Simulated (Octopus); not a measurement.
KCl under changes of volume

One of the cells (28.294 Å³/atom); the others are scaled copies at fixed shape and fractional positions:

```
K Cl
1.0
     3.83920    0.00000    0.00000
     0.00000    3.83920    0.00000
     0.00000    0.00000    3.83920
K Cl
1 1
Direct
  0.00000 0.00000 0.00000
  0.50000 0.50000 0.50000
```

Measurements of this composition are mostly on another form, of space group No. 225.

* Program: Octopus 16.4
* Functional: PBE
* Potentials or basis: pseudodojo_pbe (PseudoDojo 0.5, PBE)
* Grid spacing: 0.124 Å
* k mesh: 7 × 7 × 7
* Occupations: fermi-dirac, width 0.05 eV
* Spin: no spin polarisation

```csv
volume (Å³/atom),energy over the lowest point (meV/atom),gap on the mesh (eV)
26.596,5.75,5.09
27.162,2.20,5.00
27.728,0.17,4.91
28.294,0.00,4.82
28.860,0.83,4.74
29.426,?,?
29.991,5.62,4.59
```

**Question.** What does the run at 29.426 Å³/atom give?

**Answer.** Energy over the lowest point 2.53 meV/atom; gap on the mesh 4.66 eV.

Worked out: A Birch-Murnaghan fit of order 3 (a polynomial in V^(-2/3)) to the other rows has its minimum at 28.15 Å³/atom with B0 = V·E''(V) = 18.5 GPa (rough, since the energies scatter). It gives 2.80 meV/atom at 29.426 Å³/atom, against the run's 2.53. A straight line through the other rows of the gap, of slope -4.18 eV per unit of ln V, gives 4.66 eV, against the run's 4.66.

Energies are extrapolated to zero smearing.

Caveats: an odd mesh through Γ misses points on the zone boundary, where band edges often lie.
